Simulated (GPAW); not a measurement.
Crystal: Sb.

```xyz
2
Lattice="3.3545 0.0000 0.0000 -1.6773 2.9051 0.0000 0.0000 0.0000 5.4702" Properties=species:S:1:pos:R:3 pbc="T T T"
Sb    1.6773    0.9684    4.1026
Sb    0.0000    1.9367    1.3675
```

This isn't the form of Sb at room conditions, which is rhombohedral.

```yaml
Program: GPAW 26.7.0
Task: relaxation of cell and atoms
Functional: PBEsol
Potentials_or_basis: PAW data sets generated in the run's folder for this functional
Cutoff: 600 eV
Basis: pw
k_mesh: 7 × 7 × 4
Occupations: fermi-dirac, width 0.05 eV
Spin: no spin polarisation
```

At the start: pressure -1.6 GPa; volume 26.65 Å³/atom.

Q: How do energy, volume and symmetry change on relaxing?

A: Over 5 steps the energy falls by 4.5 meV/atom and the volume is 26.02 Å³/atom (-2.4 %); space group P6_3/mmc (No. 194, to 0.05 Å).

Step by step:
| step | energy change (eV) | largest force (eV/Å) | pressure (GPa) | volume (Å³) |
| --- | --- | --- | --- | --- |
| 1 | 0.0000 | 0.0000 | -1.61 | 53.31 |
| 2 | -0.0031 | 0.0000 | -1.25 | 53.00 |
| 3 | -0.0086 | 0.0000 | 0.15 | 51.88 |
| 4 | -0.0087 | 0.0001 | 0.10 | 51.92 |
| 5 | -0.0091 | 0.0000 | -0.04 | 52.04 |

Final structure:
```xyz
2
Lattice="3.3427 0.0000 0.0000 -1.6713 2.8948 0.0000 0.0000 0.0000 5.3775" Properties=species:S:1:pos:R:3 pbc="T T T"
Sb    1.6713    0.9649    4.0331
Sb    0.0000    1.9299    1.3444
```

Caveat: later steps reuse the first step's grids.
